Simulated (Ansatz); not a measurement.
## SnO$_{2}$: strain energy, fitted

SnO$_{2}$, P4_2/mnm, a = 4.769 Å, c = 3.212 Å. Ansatz: PBEsol, PAW, 420 eV, Γ-centred 6×6×8 mesh on 6 atoms, Gaussian smearing 0.02 eV; no spin polarisation. Series: biaxial strain in the a-b plane, c and atoms relaxed; x is the strain in per cent. y is the free energy over the unstrained cell, V0 = 12.177 Å³/atom.

| x (%) | y (meV/atom) |
| --- | --- |
| -6.0 | ? |
| -4.0 | 37.77 |
| -2.0 | 9.12 |
| 0.0 | 0.00 |
| 2.0 | 8.42 |
| 4.0 | 31.87 |
| 6.0 | 67.19 |

Problem. Fit y = c2 x² + c3 x³ to the other rows, turn c2 into a modulus, and predict the missing energy.

Solution. Least squares on the rows shown. y = 2.1681 x² − 0.049641 x³. In eV per unit strain² c2 is 21.68; M is the biaxial modulus (E = M V0 ε²): 21.68 × 160.2 / (12.177) = 285 GPa. At x = -6.0 the fit asked for gives 88.77 meV/atom. The run gave 87.49 meV/atom, so the fit is 1.28 meV/atom too high, 1.5 % of the span of the series, against an rms of 0.19 meV/atom on the fitted rows. The row lies outside the fitted range. With a term in x⁴ added, a fit to the same known rows predicts 87.11 meV/atom, so most of the miss is curvature that the known rows already hold.